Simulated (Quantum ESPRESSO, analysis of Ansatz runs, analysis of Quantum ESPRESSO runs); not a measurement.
# Charge-transition level of the Ti on the Ga site in GaAs (PBEsol) (Quantum ESPRESSO), part 2 of 4

How near does this set-up come to the measured charge-transition level? Subject: Ti on the Ga site in GaAs. Set-up: PBEsol, GBRV 1.5 PBEsol, 32-site cell, PBEsol lattice, k: the single point 1/4 1/4 1/4 then 2x2x2 shifted, dielectric constants 10.9 and 12.9 (handbook). The model is a cell of 32 host atoms with 1 Ga taken out and 1 Ti put in. The level is the Fermi energy at which two charge states have equal formation energy, after a correction for the images of the charge. A local or semilocal functional is the cheapest first rung.

Quantum ESPRESSO 7.5; PBEsol, GBRV 1.5 PBEsol, 32-site cell, PBEsol lattice, k: the single point 1/4 1/4 1/4 then 2x2x2 shifted, dielectric constants 10.9 and 12.9 (handbook).

So far: The structure; Relaxation, charge +1.

### Step 3. Single point, charge +1

The relaxed structure is kept, and the final numbers are taken at the final level and k-points.

This step: Quantum ESPRESSO plane-wave DFT, PBEsol, GBRV 1.5 PBEsol potentials; single point of a defect supercell.

The input, pw.in:

```
&CONTROL
  calculation = 'scf'
  prefix = 'pwscf'
  outdir = './tmp'
  pseudo_dir = './pseudo'
  tprnfor = .true.
  disk_io = 'low'
/
&SYSTEM
  ibrav = 0
  nat = 32
  ntyp = 3
  ecutwfc = 45
  ecutrho = 360
  nbnd = 192
  occupations = 'smearing'
  smearing = 'fd'
  degauss = 0.00073499
  tot_charge = 1
  nosym = .true.
/
&ELECTRONS
  conv_thr = 3d-08
  electron_maxstep = 100
  mixing_beta = 0.5
/
ATOMIC_SPECIES
Ga    69.7230 ga_pbesol_v1.4.uspp.F.UPF
Ti    47.8670 ti_pbesol_v1.4.uspp.F.UPF
As    74.9216 as_pbesol_v1.uspp.F.UPF
CELL_PARAMETERS angstrom
  -5.6543511318    5.6543511318   -5.6543511318
   5.6543511318    5.6543511318    5.6543511318
   5.6543511318   -5.6543511318   -5.6543511318
ATOMIC_POSITIONS crystal
Ga    -0.0031545632   -0.0022528540   -0.0033094346
Ga    -0.0032580161    0.2473075053    0.7469430656
Ga    -0.0002537749    0.4994828354    0.5021147905
[... 2 atom lines left out ...]
Ga     0.2494779500    0.2497632219    0.5021646660
Ti     0.2495138955    0.5000614741    0.2497157289
[... 1 atom line left out ...]
Ga     0.4992764294    0.0024412896    0.4995563821
Ga     0.5023462758    0.2507070691    0.2498555700
Ga     0.5020797764    0.5003176560   -0.0000172786
Ga     0.4990287888    0.7494402519    0.7517530216
[... 6 atom lines left out ...]
As    -0.0010899457    0.5000769662    0.2494674034
[... 2 atom lines left out ...]
As     0.2494193286    0.2494436463    0.2496166170
As     0.2492969627    0.5000271072   -0.0009000445
[... 4 atom lines left out ...]
As     0.5002909792    0.7505637403    0.5001478808
[... 3 atom lines left out ...]
As     0.7497148010    0.7512117177    0.2495501195
K_POINTS automatic
2 2 2 1 1 1
```

The input, pp_potential.in:

```
&INPUTPP
  prefix = 'pwscf'
  outdir = './tmp'
  filplot = 'potential.dat'
  plot_num = 11
/
&PLOT
  nfile = 1
  filepp(1) = 'potential.dat'
  iflag = 3
  output_format = 6
  fileout = 'potential.cube'
/
```

Command:

```console
$ OMP_NUM_THREADS=1 mpirun -n 4 pw.x -nk 2 -in pw.in > pw.out
$ OMP_NUM_THREADS=1 mpirun -n 4 pp.x -in pp_potential.in > pp_potential.out
```

The log of the run:

```text
[banner, memory and clock lines left out]
          URL

     bravais-lattice index     =            0
     lattice parameter (alat)  =      18.5073  a.u.
     unit-cell volume          =    4879.8325 (a.u.)^3
     number of atoms/cell      =           32
     number of atomic types    =            3
     number of electrons       =       376.00
     number of Kohn-Sham states=          192
     kinetic-energy cutoff     =      45.0000  Ry
     charge density cutoff     =     360.0000  Ry
     scf convergence threshold =      3.0E-08
     mixing beta               =       0.5000
     number of iterations used =            8  plain     mixing
     Exchange-correlation= SLA  PW   PSX  PSC
                           (   1   4  10   8   0   0   0)

     celldm(1)=  18.507266  celldm(2)=   0.000000  celldm(3)=   0.000000
     celldm(4)=   0.000000  celldm(5)=   0.000000  celldm(6)=   0.000000

     crystal axes: (cart. coord. in units of alat)
               a(1) = (  -0.577350   0.577350  -0.577350 )
               a(2) = (   0.577350   0.577350   0.577350 )
               a(3) = (   0.577350  -0.577350  -0.577350 )

     reciprocal axes: (cart. coord. in units 2 pi/alat)
               b(1) = (  0.000000  0.866025 -0.866025 )
               b(2) = (  0.866025  0.866025 -0.000000 )
               b(3) = (  0.866025  0.000000 -0.866025 )

     PseudoPot. # 1 for Ga read from file:
     ga_pbesol_v1.4.uspp.F.UPF
     Pseudo is Ultrasoft + core correction, Zval = 19.0
     Generated by new atomic code, or converted to UPF format
     Using radial grid of  871 points,  6 beta functions with:
                l(1) =   0
                l(2) =   0
                l(3) =   1
                l(4) =   1
                l(5) =   2
                l(6) =   2
     Q(r) pseudized with  8 coefficients,  rinner =    1.250   1.250   1.250
                                                       1.250   1.250

     PseudoPot. # 2 for Ti read from file:
     ti_pbesol_v1.4.uspp.F.UPF
     Pseudo is Ultrasoft + core correction, Zval = 12.0
     Generated by new atomic code, or converted to UPF format
     Using radial grid of  851 points,  6 beta functions with:
                l(1) =   0
                l(2) =   0
                l(3) =   1
                l(4) =   1
[...]
Q(r) pseudized with  6 coefficients,  rinner =    1.000   1.000   1.000
                                                       1.000   1.000

     PseudoPot. # 3 for As read from file:
     as_pbesol_v1.uspp.F.UPF
     Pseudo is Ultrasoft + core correction, Zval =  5.0
     Generated by new atomic code, or converted to UPF format
     Using radial grid of  875 points,  6 beta functions with:
[...]
l(2) =   0
                l(3) =   1
                l(4) =   1
                l(5) =   2
                l(6) =   2
     Q(r) pseudized with  8 coefficients,  rinner =    1.300   1.300   1.300
                                                       1.300   1.300

     atomic species   valence    mass     pseudopotential
     Ga               19.00    69.72300     Ga( 1.00)
     Ti               12.00    47.86700     Ti( 1.00)
     As                5.00    74.92160     As( 1.00)

     No symmetry found

   Cartesian axes

     site n.     atom                  positions (alat units)
         1        Ga     tau(   1) = (  -0.0013901  -0.0012113   0.0024313  )
         2        Ga     tau(   2) = (   0.5759119  -0.2903457  -0.2865837  )
         3        Ga     tau(   3) = (   0.5784192  -0.0016661  -0.0013730  )
         4        Ga     tau(   4) = (   0.5789217   0.2904328   0.2908021  )
         5        Ga     tau(   5) = (   0.2888032  -0.2886688  -0.5777693  )
         6        Ga     tau(   6) = (   0.2900896  -0.0016879  -0.2897602  )
         7        Ti     tau(   7) = (   0.2888272   0.2885941   0.0004803  )
         8        Ga     tau(   8) = (   0.2907722   0.5785505   0.2909317  )
         9        Ga     tau(   9) = (   0.0015711   0.0012478  -0.5752669  )
        10        Ga     tau(  10) = (  -0.0010298   0.2905214  -0.2895381  )
        11        Ga     tau(  11) = (  -0.0010273   0.5787444  -0.0010074  )
        12        Ga     tau(  12) = (   0.5785999   0.2867791  -0.2894497  )
        13        Ga     tau(  13) = (  -0.2884075   0.2882989  -0.5764089  )
        14        Ga     tau(  14) = (  -0.2904432   0.5758073  -0.2868642  )
        15        Ga     tau(  15) = (   0.2886016   0.2885901  -0.5765562  )
        16        Ga     tau(  16) = (   0.2872141   0.5791761  -0.2897804  )
        17        As     tau(  17) = (   0.4322391  -0.4321094  -0.4331790  )
        18        As     tau(  18) = (   0.4322862  -0.1453047  -0.1434513  )
        19        As     tau(  19) = (   0.4333789   0.1440602   0.1453188  )
        20        As     tau(  20) = (   0.4328383   0.4324638   0.4346896  )
        21        As     tau(  21) = (   0.1452229  -0.1452895  -0.4332948  )
        22        As     tau(  22) = (   0.1441303   0.1439025  -0.1441022  )
        23        As     tau(  23) = (   0.1442395   0.4331421   0.1452788  )
        24        As     tau(  24) = (   0.7221971   0.1444679  -0.1435144  )
[...]
Davidson diagonalization with overlap
     ethr =  1.95E-04,  avg # of iterations =  7.5

     negative rho (up, down):  4.363E-04 0.000E+00

     total energy              =   -6984.98219169 Ry
     estimated scf accuracy    <       0.08351993 Ry

     iteration #  8     ecut=    45.00 Ry     beta= 0.50
     Davidson diagonalization with overlap
     ethr =  2.22E-05,  avg # of iterations =  5.2

     negative rho (up, down):  4.521E-04 0.000E+00

     total energy              =   -6984.98982051 Ry
     estimated scf accuracy    <       0.00229659 Ry

     iteration #  9     ecut=    45.00 Ry     beta= 0.50
     Davidson diagonalization with overlap
     ethr =  6.11E-07,  avg # of iterations =  5.8

     negative rho (up, down):  4.456E-04 0.000E+00

     total energy              =   -6984.98998081 Ry
     estimated scf accuracy    <       0.00486751 Ry

     iteration # 10     ecut=    45.00 Ry     beta= 0.50
     Davidson diagonalization with overlap
     ethr =  6.11E-07,  avg # of iterations =  6.2

     negative rho (up, down):  4.469E-04 0.000E+00

     total energy              =   -6984.99075817 Ry
     estimated scf accuracy    <       0.00058364 Ry

     iteration # 11     ecut=    45.00 Ry     beta= 0.50
     Davidson diagonalization with overlap
     ethr =  1.55E-07,  avg # of iterations =  2.0

     negative rho (up, down):  4.488E-04 0.000E+00

     total energy              =   -6984.99073785 Ry
     estimated scf accuracy    <       0.00021893 Ry

     iteration # 12     ecut=    45.00 Ry     beta= 0.50
     Davidson diagonalization with overlap
     ethr =  5.82E-08,  avg # of iterations =  5.0

     negative rho (up, down):  4.485E-04 0.000E+00

     total energy              =   -6984.99077375 Ry
     estimated scf accuracy    <       0.00002010 Ry

     iteration # 13     ecut=    45.00 Ry     beta= 0.50
     Davidson diagonalization with overlap
     ethr =  5.35E-09,  avg # of iterations =  4.8

     negative rho (up, down):  4.486E-04 0.000E+00

     total energy              =   -6984.99078363 Ry
     estimated scf accuracy    <       0.00000195 Ry

     iteration # 14     ecut=    45.00 Ry     beta= 0.50
     Davidson diagonalization with overlap
     ethr =  5.18E-10,  avg # of iterations =  5.2

     negative rho (up, down):  4.487E-04 0.000E+00

     total energy              =   -6984.99078424 Ry
     estimated scf accuracy    <       0.00000075 Ry

     iteration # 15     ecut=    45.00 Ry     beta= 0.50
     Davidson diagonalization with overlap
     ethr =  1.98E-10,  avg # of iterations =  4.2

     negative rho (up, down):  4.487E-04 0.000E+00

     total energy              =   -6984.99078434 Ry
     estimated scf accuracy    <       0.00000004 Ry

     iteration # 16     ecut=    45.00 Ry     beta= 0.50
     Davidson diagonalization with overlap
     ethr =  9.77E-12,  avg # of iterations =  5.5

     negative rho (up, down):  4.487E-04 0.000E+00

     End of self-consistent calculation

          k = 0.4330 0.4330-0.4330 ( 24868 PWs)   bands (ev):

   -86.9702 -86.9699 -86.9698 -86.9695 -86.9690 -86.9690 -86.9689 -86.9686
   -86.9686 -86.9683 -86.9679 -86.9676 -86.9570 -86.9565 -86.9564 -86.9560
   -86.9558 -86.9556 -86.9554 -86.9553 -86.9551 -86.9550 -86.9549 -86.9549
   -86.9548 -86.9547 -86.9543 -86.9543 -86.9542 -86.9541 -86.9541 -86.9540
   -86.9537 -86.9536 -86.9530 -86.9529 -86.9111 -86.9104 -86.9099 -86.9098
   -86.9095 -86.9092 -86.9088 -86.9087 -86.9083 -50.1390 -26.5152 -26.5150
   -26.5142  -7.6584  -7.6580  -7.6579  -7.6569  -7.6549  -7.6546  -7.6544
    -7.6541  -7.6536  -7.6362  -7.6361  -7.6358  -7.6018  -7.5978  -7.5975
    -7.5971  -7.5531  -7.5528  -7.5527  -7.5523  -7.5520  -7.5519  -7.5517
    -7.5515  -7.5391  -7.5388  -7.5374  -7.5369  -7.5368  -7.5360  -7.5357
[...]
k = 0.0000 0.4330 0.0000 ( 24879 PWs)   bands (ev):

[...]
k = 0.0000 0.0000-0.4330 ( 24879 PWs)   bands (ev):

[...]
k =-0.4330 0.0000 0.0000 ( 24879 PWs)   bands (ev):

[...]
2.4556   2.4956   3.3139   3.3252   3.4356   3.4358   3.6521   3.9781
     4.1720   4.1738   4.1745   4.6623   4.6626   4.6749   4.7417   4.7718
     4.7722   4.7779   4.8201   4.8205   4.8550   4.8863   5.0488   5.0490
     5.0607   5.5421   5.7176   5.7688   5.8138   5.8142   5.9361   5.9845
     5.9847   6.0204   6.4237   6.4241   7.5804   7.7623   8.0833   8.4002

     the Fermi energy is     7.0842 ev

!    total energy              =   -6984.99078435 Ry
     estimated scf accuracy    <       0.00000002 Ry
     smearing contrib. (-TS)   =       0.00000000 Ry
     internal energy E=F+TS    =   -6984.99078435 Ry

     The total energy is F=E-TS. E is the sum of the following terms:
     one-electron contribution =   -6202.25031979 Ry
     hartree contribution      =    3220.66480660 Ry
     xc contribution           =   -1238.03886263 Ry
     ewald contribution        =   -2765.36640853 Ry

     convergence has been achieved in  16 iterations

     negative rho (up, down):  4.487E-04 0.000E+00

     Forces acting on atoms (cartesian axes, Ry/au):

     atom    1 type  1   force =    -0.00026724   -0.00078261    0.00104546
     atom    2 type  1   force =    -0.00028027   -0.00104040    0.00029252
     atom    3 type  1   force =     0.00067626   -0.00023874   -0.00042161
     atom    4 type  1   force =     0.00050162    0.00068570    0.00032668
     atom    5 type  1   force =     0.00002548    0.00001298    0.00058703
     atom    6 type  1   force =     0.00109660   -0.00054874   -0.00059702
     atom    7 type  2   force =     0.00000545    0.00003019    0.00001691
     atom    8 type  1   force =     0.00054034    0.00049286    0.00018436
     atom    9 type  1   force =     0.00059498    0.00037842    0.00129491
     atom   10 type  1   force =    -0.00054004    0.00076715   -0.00059576
[...]
atom   28 type  3   force =     0.00184068    0.00200173   -0.00195770
     atom   29 type  3   force =    -0.00066357    0.00257726    0.00103429
     atom   30 type  3   force =    -0.00078746   -0.00068045   -0.00249536
     atom   31 type  3   force =    -0.00077819    0.00075372    0.00237309
     atom   32 type  3   force =    -0.00061662   -0.00264303   -0.00105365

     Total force =     0.012314     Total SCF correction =     0.000360
```

Wall time 8.9 min (4 MPI ranks of Arm Neoverse V1, shared host); peak memory 3.2 GiB; 36 min of CPU time.

(Continued in part 3 of 4.)

[Logs are printed without paths, hosts, clocks, repeated set-up lines and the standing remarks that a program may print on its own settings, such as how far it seeks lower states.]

[Hosts, paths, dates, database ids (printed as entryN), source tags and the programs' standing remarks are cut or masked in the printed files.]

[For some hosts the program warned that the k-mesh of the response run may be too coarse for force constants and the static dielectric constant; such warnings are not shown here.]
